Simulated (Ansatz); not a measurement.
SnO2, space group I4_1/amd, a calculation of the elastic constants

Program: the Ansatz DFT code, driven from Python.

The cells in order, each with its output:

```python
from dataclasses import replace

import ansatz as az
import numpy as np

crystal = (
    az.Lattice.of([-2.00006861, 2.00006861, 5.12367886], [2.00006861, -2.00006861, 5.12367886], [2.00006861, 2.00006861, -5.12367886])
    .atom('Sn', [0.75, 0.25, 0.5])
    .atom('Sn', [0.0, 0.0, 0.0])
    .atom('O', [0.79652259, 0.79652259, 0.0])
    .atom('O', [0.95347741, 0.45347741, 0.5])
    .atom('O', [0.20347741, 0.20347741, 0.0])
    .atom('O', [0.54652259, 0.04652259, 0.5])
)
```

```python
model = (
    crystal.calculation()
    .basis(550)
    .occupations('fixed')
    .functional(az.Functional.PBESOL)
    .kpoints(8, 8, 8)
)
# first bring the cell to zero stress
rest = model.relax(cell=True).run().lattice
relaxed = az.Crystal(lattice=az.Lattice.of(rest.cell_ang))
for site in rest.sites:
    relaxed = relaxed.atom(site.symbol, site.position_frac)
model = replace(model, crystal=relaxed)
print('relaxed volume {:.3f} A^3'.format(abs(np.linalg.det(rest.cell_ang))))
done = model.elastic('relaxed_ion').run()
elastic = done.elastic

print(np.array2string(np.round(elastic.c_gpa, 1) + 0.0, suppress_small=True))
print('Voigt stress of the unstrained cell (GPa, tension positive):', np.round(elastic.sigma0_gpa, 3) + 0.0)
print('smallest eigenvalue of C:', round(elastic.stability.min_eigenvalue_gpa, 1), 'GPa; tensor positive definite:', elastic.stability.min_eigenvalue_gpa > 0)
# averaged moduli need a positive definite tensor
if elastic.stability.min_eigenvalue_gpa > 0:
    for name, value in elastic.moduli.to_plain().items():
        print(f'{name:14s} {value:9.3f}')
```

    relaxed volume 82.455 A^3
    [[292.   71.6 113.4   0.    0.    0. ]
     [ 71.6 292.  113.4   0.    0.    0. ]
     [113.3 113.3 198.8   0.    0.    0. ]
     [  0.    0.    0.   37.3   0.    0. ]
     [  0.    0.    0.    0.   37.3   0. ]
     [  0.    0.    0.    0.    0.   36.8]]
    Voigt stress of the unstrained cell (GPa, tension positive): [ 0.002  0.002 -0.004  0.     0.     0.   ]
    smallest eigenvalue of C: 36.8 GPa; tensor positive definite: True
    k_voigt_gpa      153.243
    k_reuss_gpa      151.334
    k_hill_gpa       152.288
    g_voigt_gpa       54.604
    g_reuss_gpa       45.642
    g_hill_gpa        50.123
    youngs_gpa       135.503
    poisson            0.352

Caveats:
- With fixed filling the reported Fermi level is the top filled level among the k-points of the SCF.
- A positive definite tensor excludes instabilities under uniform strain alone; phonons elsewhere in the zone can still be imaginary.
- The structure comes from a database of computed cells and needn't be a stable or known phase.
- The constants belong to the cell that was strained; where it wasn't relaxed first it may be under stress.
- Timing: 26 min on 1 thread of Arm Neoverse V1 (shared host), peak memory 0.87 GiB.

(A comment or docstring line of the script was reworded after the run, the code is as it ran.)
